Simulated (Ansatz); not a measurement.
**Equation of state of selenium, diamond**

Computed with DFT, RPBE, plane waves (420 eV) with PAW, scalar-relativistic (Ansatz). (PAW data from PBE, frozen cores regenerated.)

The cell is scaled uniformly from the relaxed one, with fractional coordinates and shape fixed. Energies are extrapolated to zero smearing, pressures are those at the given smearing. Magnetic state: spin not included.

| V (Å³/atom) | E − E₀ (meV/atom) | P (GPa) |
| --- | --- | --- |
| 29.022 | 62.5 | 5.73 |
| 30.341 | 25.5 | 3.40 |
| 31.660 | 5.8 | 1.52 |
| 32.979 | 0.0 | -0.01 |
| 34.298 | 5.6 | -1.26 |
| 35.617 | 20.5 | -2.27 |
| 36.937 | 42.9 | -3.08 |

**Question.** Fit a third-order Birch-Murnaghan equation.

**Answer.** V₀ = 32.94 Å³/atom, B₀ = 35 GPa, B₀′ = 4.2.
